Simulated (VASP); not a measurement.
# As (Pm-3m) in VASP: further runs

The runs below take As through relaxation of cell and atoms, with rev-vdW-DF2, r2SCAN, LAK.

Everything below comes from runs of VASP 6.6.1. Logs are shortened: lines on timing, memory, paths and dates and some standing lists are left out, and cuts for length are marked.

**1. Starting point**

The structure is cubic, space group Pm-3m (No. 221). Conventional cell: a = 2.704 Å, b = 2.704 Å, c = 2.704 Å, α = 90.00°, β = 90.00°, γ = 90.00°. As (site symmetry m-3m) is surrounded by 6 As at 2.70 Å.

This isn't the form of As at room conditions, which is rhombohedral.

**2. Relaxation of cell and atoms, rev-vdW-DF2**

Input file INCAR:

```
SYSTEM = As
PREC = Accurate
ENCUT = 600
EDIFF = 1E-6
ISMEAR = -1
SIGMA = 0.05
LREAL = .False.
LASPH = .True.
NELM = 60
ALGO = Fast
ISIF = 3
LWAVE = .False.
LCHARG = .False.
GGA = MK
LUSE_VDW = .True.
AGGAC = 0.0
PARAM1 = 0.1234
PARAM2 = 0.711357
ZAB_VDW = -1.8867
IBRION = 2
NSW = 40
EDIFFG = -0.01
```

Input file KPOINTS:

```
Automatic mesh
0
Gamma
  10 10 10
  0 0 0
```

Input file POSCAR:

```
As
1.0
    2.7036817444      0.0000000000      0.0000000000
    0.0000000000      2.7036817444      0.0000000000
    0.0000000000      0.0000000000      2.7036817444
As
1
Direct
    0.5000000000      0.5000000000      0.5000000000
```

Potentials or basis: VASP PAW PBE potentials, release 64 (As).

On the command line:

```
cat potpaw_PBE.64/As/POTCAR > POTCAR
mpirun -np 1 vasp_std > vasp.out
```

OUTCAR:

```text
SYSTEM = As
   PREC = Accurate
   ENCUT = 600
   EDIFF = 1E-6
   ISMEAR = -1
   LREAL = .False.
   LASPH = .True.
   NELM = 60
   ISIF = 3
   GGA = MK
   IBRION = 2
   NSW = 40
   EDIFFG = -0.01

 ion  position               nearest neighbor table
   1  0.500  0.500  0.500-

  LATTYP: Found a simple cubic cell.
 ALAT       =     2.7036817444

  Lattice vectors:

 A1 = (   2.7036817444,   0.0000000000,   0.0000000000)
 A2 = (   0.0000000000,   2.7036817444,   0.0000000000)
 A3 = (   0.0000000000,   0.0000000000,   2.7036817444)

Analysis of symmetry for initial positions (statically):
=====================================================================
 Subroutine PRICEL returns:
 Original cell was already a primitive cell.

 Routine SETGRP: Setting up the symmetry group for a
 simple cubic supercell.

 Subroutine GETGRP returns: Found 48 space group operations
 (whereof 48 operations were pure point group operations)
 out of a pool of 48 trial point group operations.

The static configuration has the point symmetry O_h .

Analysis of symmetry for dynamics (positions and initial velocities):
=====================================================================
 Subroutine PRICEL returns:
 Original cell was already a primitive cell.

 Routine SETGRP: Setting up the symmetry group for a
 simple cubic supercell.

 Subroutine GETGRP returns: Found 48 space group operations
 (whereof 48 operations were pure point group operations)
 out of a pool of 48 trial point group operations.

The dynamic configuration has the point symmetry O_h .

 Subroutine INISYM returns: Found 48 space group operations
 (whereof 48 operations are pure point group operations),
 and found     1 'primitive' translations

----------------------------------------------------------------------------------------

                                     Primitive cell

  volume of cell :      19.7636

  direct lattice vectors                    reciprocal lattice vectors
     2.703681744  0.000000000  0.000000000     0.369866018  0.000000000  0.000000000
     0.000000000  2.703681744  0.000000000     0.000000000  0.369866018  0.000000000
     0.000000000  0.000000000  2.703681744     0.000000000  0.000000000  0.369866018

  length of vectors
     2.703681744  2.703681744  2.703681744     0.369866018  0.369866018  0.369866018

  position of ions in fractional coordinates (direct lattice)
     0.500000000  0.500000000  0.500000000

  ion indices of the primitive-cell ions
   primitive index   ion index
                 1           1
[... 81 lines left out ...]
   TEBEG  =    0.0;   TEEND  =   0.0 temperature during run
   PSTRESS=    0.0 pullay stress
   NELECT =       5.0000    total number of electrons
   NUPDOWN=      -1.0000    fix difference up-down
   EMIN   =  10.00;   EMAX   =-10.00  energy-range for DOS
   EFERMI =   0.00;   METHOD = LEGACY
   ISMEAR =    -1;   SIGMA  =   0.05  broadening in eV -4-tet -1-fermi 0-gaus
   EFERMI_NEDOS =   21; number of points for ismear=-14 and -15
   IALGO  =     68    algorithm
   IMIX   =      4    mixing-type and parameters
     AMIX     =   0.40;   BMIX     =  1.00
     AMIX_MAG =   1.60;   BMIX_MAG =  1.00
  volume/ion in A,a.u.               =      19.76       133.37
  Fermi-wavevector in a.u.,A,eV,Ry     =   1.035403  1.956627 14.586243  1.072059
  Thomas-Fermi vector in A             =   2.169744
   LORBIT       =      0    0 simple, 1 ext, 2 COOP (PROOUT), +10 PAW based schemes
   GGA     = MK    functional components
   LHFCALC =     F    Hartree Fock is set to
   AEXX    =    0.0000 exact exchange contribution
   IVDW_NL    =     1    kernel type
   BPARAM     = 6.3000
   IVDW    =     0    specifies the selected vdW correction
   LEPSILON=     F    determine dielectric tensor
   LRPA    =     F    only Hartree local field effects (RPA)
 conjugate gradient relaxation of ions
 non-spin polarized calculation
 RMM-DIIS sequential band-by-band and
  energy-cutoff  :      600.00
  volume of cell :       19.76
 maximum number of plane-waves:       691
 NGX is ok and might be reduce to    24
   NGX = 11   NGY = 11   NGZ = 11

--------------------------------------- Ionic step        1  -------------------------------------------

 number of electron       5.0000001 magnetization

 Free energy of the ion-electron system (eV)
  ---------------------------------------------------
  ext. energy  EPLUGINS =         0.00000000
  ---------------------------------------------------
  free energy    TOTEN  =        -3.29575109 eV

  energy without entropy =       -3.29338872  energy(sigma->0) =       -3.29456991

------------------------ aborting loop because EDIFF is reached ----------------------------------------

  FORCE on cell =-STRESS in cart. coord.  units (eV):
  Direction    XX          YY          ZZ          XY          YZ          ZX
  --------------------------------------------------------------------------------------
  -------------------------------------------------------------------------------------
  Total        0.2392225      0.2392225      0.2392225      0.0000000      0.0000000     -0.0000000
  in kB       19.3930420     19.3930420     19.3930420      0.0000000      0.0000000     -0.0000000
  external PRESSURE =      19.3930420 kB  Pullay stress =       0.0000000 kB
[... 61 lines left out ...]
--------------------------------------- Ionic step        3  -------------------------------------------

 number of electron       5.0000001 magnetization

 Free energy of the ion-electron system (eV)
  ---------------------------------------------------
  ext. energy  EPLUGINS =         0.00000000
  ---------------------------------------------------
  free energy    TOTEN  =        -3.29837875 eV

  energy without entropy =       -3.29611526  energy(sigma->0) =       -3.29724701

 E-fermi :   5.5570     XC(G=0): -10.3304

 val. band max:        5.5089537603   @ k =   0.3000   0.3000   0.3000
 cond. band min:       5.5995331103   @ k =   0.2000   0.2000   0.0000
 fundamental gap:      0.0905793500
 Fermi energy:         5.5569756923

 k-point     1 :       0.0000    0.0000    0.0000
  band No.  band energies     occupation
      1      -9.1710      2.00000
      2       9.6506      0.00000
      3       9.6506      0.00000
      4       9.6506      0.00000
      5      14.1630      0.00000
      6      14.1630      0.00000
[... 199 lines left out ...]
 k-point    24 :       0.3000    0.1000    0.1000
  band No.  band energies     occupation
      1      -7.2759      2.00000
      2       2.2856      2.00000
      3       8.9955      0.00000
      4       9.4342      0.00000
      5      18.0065      0.00000
      6      18.0571      0.00000

 [... further k-points ...]
[... 5 lines left out ...]
  --------------------------------------------------------------------------------------
  -------------------------------------------------------------------------------------
  Total        0.0010646      0.0010646      0.0010646     -0.0000000     -0.0000000      0.0000000
  in kB        0.0844110      0.0844110      0.0844110     -0.0000000     -0.0000000      0.0000000
  external PRESSURE =       0.0844110 kB  Pullay stress =       0.0000000 kB
[... 20 lines left out ...]
  energy  without entropy=       -3.2961152648  energy(sigma->0) =       -3.29724701

Total vdW correction in eV:      0.6884710

 reached required accuracy - stopping structural energy minimisation
```

OSZICAR:

```text
N       E                     dE             d eps       ncg     rms          rms(c)
DAV:   1     0.136587369572E+02    0.13659E+02   -0.23566E+03   678   0.706E+02
DAV:   2    -0.301829950264E+01   -0.16677E+02   -0.16097E+02   936   0.852E+01
DAV:   3    -0.329010584821E+01   -0.27181E+00   -0.25590E+00   780   0.145E+01
[... 19 lines left out ...]
DAV:   1    -0.329943112724E+01   -0.18294E-02   -0.33930E-02   684   0.116E+00    0.159E-01
RMM:   2    -0.329870327163E+01    0.72786E-03   -0.40911E-04   672   0.193E-01    0.875E-02
RMM:   3    -0.329837640301E+01    0.32687E-03   -0.58019E-04   672   0.176E-01    0.161E-02
RMM:   4    -0.329837890214E+01   -0.24991E-05   -0.29190E-05   672   0.547E-02    0.168E-02
RMM:   5    -0.329837875239E+01    0.14974E-06   -0.22395E-06   533   0.147E-02
   3 F= -.32983788E+01 E0= -.32972470E+01  d E =-.262766E-02
```

CONTCAR:

```text
As
   1.00000000000000
     2.7237464977467520    0.0000000000000000   -0.0000000000000000
     0.0000000000000000    2.7237464977467520   -0.0000000000000000
     0.0000000000000000    0.0000000000000000    2.7237464977467520
  As
     1
Direct
     0.5000000000000000    0.5000000000000000    0.5000000000000000

  0.00000000E+00  0.00000000E+00  0.00000000E+00
```

Wall time 51 s (1 thread of Intel Xeon Platinum 8259CL at 2.50GHz (Skylake/Cascade Lake), shared host); peak memory 0.26 GiB.

Results:

```yaml
Free_energy: -3.2984 eV
Relaxed_volume: 20.21 Å³/atom
Relaxed_cell: a = 2.724 Å, b = 2.724 Å, c = 2.724 Å, α = 90.00°, β = 90.00°, γ = 90.00°
Space_group_after_relaxing_to_0.05_Å: Pm-3m (No. 221)
Energy_gained_by_relaxing: 2.6 meV/atom
Ionic_steps: 3
Pressure_after_relaxing: 0.0 GPa
Band_gap_on_the_k_mesh: none (metal or under the smearing width)
```

Step by step:
```
step  energy change (eV)  largest force (eV/Å)  pressure (GPa)  volume (Å³)
   1              0.0000                0.0000            1.94        19.76
   2             -0.0018                0.0000           -0.99        20.46
   3             -0.0026                0.0000            0.01        20.21
```

Final structure:
```
CELL_PARAMETERS angstrom
2.72375 0.00000 0.00000
0.00000 2.72375 0.00000
0.00000 0.00000 2.72375
ATOMIC_POSITIONS crystal
As 0.50000 0.50000 0.50000
```

Caveat: the PAW data sets were made with another functional, which shifts forces and pressure a little.

**3. Relaxation of cell and atoms, r2SCAN**

Input file INCAR:

```
SYSTEM = As
  PREC = Accurate
  ENCUT = 600
  EDIFF = 1E-7
  ISMEAR = 0
  SIGMA = 0.05
  LREAL = .False.
  LASPH = .True.
  NELM = 100
  ALGO = Normal
  ISIF = 3
  LWAVE = .False.
  LCHARG = .False.
  METAGGA = R2SCAN
  LMIXTAU = .True.
  IBRION = 2
  NSW = 40
  EDIFFG = -0.02
```

Input file KPOINTS:

```
regular mesh
0
Gamma
  10 10 10
  0 0 0
```

POSCAR is that of step 2.

Potentials or basis: VASP PAW PBE potentials, release 64 (As).

On the command line:

```
cat potpaw_PBE.64/As/POTCAR > POTCAR
mpirun -np 1 vasp_std > vasp.out
```

It took 28 s on 1 thread of Intel Xeon Platinum 8488C (Sapphire Rapids), shared host; peak memory 0.14 GiB.

Results (log left out):

- Free energy: -14.5728 eV
- Relaxed volume: 19.67 Å³/atom
- Relaxed cell: a = 2.700 Å, b = 2.700 Å, c = 2.700 Å, α = 90.00°, β = 90.00°, γ = 90.00°
- Space group after relaxing (to 0.05 Å): Pm-3m (No. 221)
- Energy gained by relaxing: 0.0 meV/atom
- Ionic steps: 2
- Pressure after relaxing: 0.2 GPa
- Band gap on the k mesh: none (metal or under the smearing width)

Final structure:
```
As
1.0
     2.69952    0.00000    0.00000
     0.00000    2.69952    0.00000
     0.00000    0.00000    2.69952
As
1
Direct
  0.50000 0.50000 0.50000
```

Levels at points of the mesh, in eV from the Fermi level:
| k point | band 1 | band 2 | band 3 | band 4 | band 5 |
| --- | --- | --- | --- | --- | --- |
| (0.00, 0.00, 0.00) | -15.77 | 4.33 | 4.33 | 4.33 | 8.87 |
| (0.50, 0.00, 0.00) | -12.45 | -7.32 | 6.77 | 6.77 | 11.56 |
| (0.50, 0.50, 0.00) | -8.92 | -4.60 | -4.60 | 2.84 | 9.10 |
| (0.50, 0.50, 0.50) | -4.94 | -2.08 | -2.08 | -2.08 | 6.33 |

Caveat: the PAW data sets were made with another functional, which shifts forces and pressure a little.

**4. Relaxation of cell and atoms, LAK**

Input file INCAR:

```
SYSTEM = As
PREC = Accurate
ENCUT = 600
EDIFF = 1E-6
ISMEAR = 0
SIGMA = 0.05
LREAL = .False.
LASPH = .True.
NELM = 100
ALGO = Normal
ISIF = 3
LWAVE = .False.
LCHARG = .False.
METAGGA = LAK
LMIXTAU = .True.
IBRION = 2
NSW = 60
EDIFFG = -0.005
```

KPOINTS is that of step 3.

POSCAR is that of step 3.

On the command line:

```
cat potpaw_PBE.64/As/POTCAR > POTCAR
mpirun -np 1 vasp_std > vasp.out
```

It took 46 s on 1 thread of Intel Xeon Platinum 8488C (Sapphire Rapids), shared host; peak memory 0.14 GiB.

Results (log left out):

| Quantity | Value |
| --- | --- |
| Free energy | 13.3952 eV |
| Relaxed volume | 20.38 Å³/atom |
| Relaxed cell | a = 2.732 Å, b = 2.732 Å, c = 2.732 Å, α = 90.00°, β = 90.00°, γ = 90.00° |
| Space group after relaxing (to 0.05 Å) | Pm-3m (No. 221) |
| Energy gained by relaxing | 5.2 meV/atom |
| Ionic steps | 3 |
| Pressure after relaxing | 0.0 GPa |
| Band gap on the k mesh | none (metal or under the smearing width) |

The path:
| step | energy change (eV) | largest force (eV/Å) | pressure (GPa) | volume (Å³) |
| --- | --- | --- | --- | --- |
| 1 | 0.0000 | 0.0000 | 2.77 | 19.76 |
| 2 | -0.0035 | 0.0000 | -1.43 | 20.76 |
| 3 | -0.0052 | 0.0000 | 0.02 | 20.38 |

Final structure:
```
CELL_PARAMETERS angstrom
2.73168 0.00000 0.00000
0.00000 2.73168 0.00000
0.00000 0.00000 2.73168
ATOMIC_POSITIONS crystal
As 0.50000 0.50000 0.50000
```

Levels at points of the mesh, in eV from the Fermi level:
| k point | band 1 | band 2 | band 3 | band 4 | band 5 | band 6 |
| --- | --- | --- | --- | --- | --- | --- |
| (0.00, 0.00, 0.00) | -15.46 | 4.28 | 4.28 | 4.28 | 8.63 | 8.63 |
| (0.50, 0.00, 0.00) | -12.28 | -7.06 | 6.63 | 6.63 | 11.19 | 15.28 |
| (0.50, 0.50, 0.00) | -8.87 | -4.50 | -4.50 | 3.17 | 8.90 | 16.76 |
| (0.50, 0.50, 0.50) | -5.00 | -2.10 | -2.10 | -2.10 | 6.38 | 6.38 |

Caveat: the PAW data sets were made with another functional, which shifts forces and pressure a little.

**5. Overview**

| level | smearing | gap on the mesh (eV) | pressure (GPa) | relaxed volume (Å³/atom) |
| --- | --- | --- | --- | --- |
| rev-vdW-DF2 | fermi-dirac 0.05 eV | none | 0.0 | 20.21 |
| r2SCAN | gaussian 0.05 eV | none | 0.2 | 19.67 |
| LAK | gaussian 0.05 eV | none | 0.0 | 20.38 |

Alike in all rows: task relaxation of cell and atoms; potentials or basis VASP PAW PBE potentials, release 64 (As); no spin polarisation; cell relaxed; k mesh 10 × 10 × 10; cutoff (eV) 600.

Caveats: the PAW data sets were made with another functional, which shifts forces and pressure a little.

Absolute energies hang on the potentials; compare differences alone.
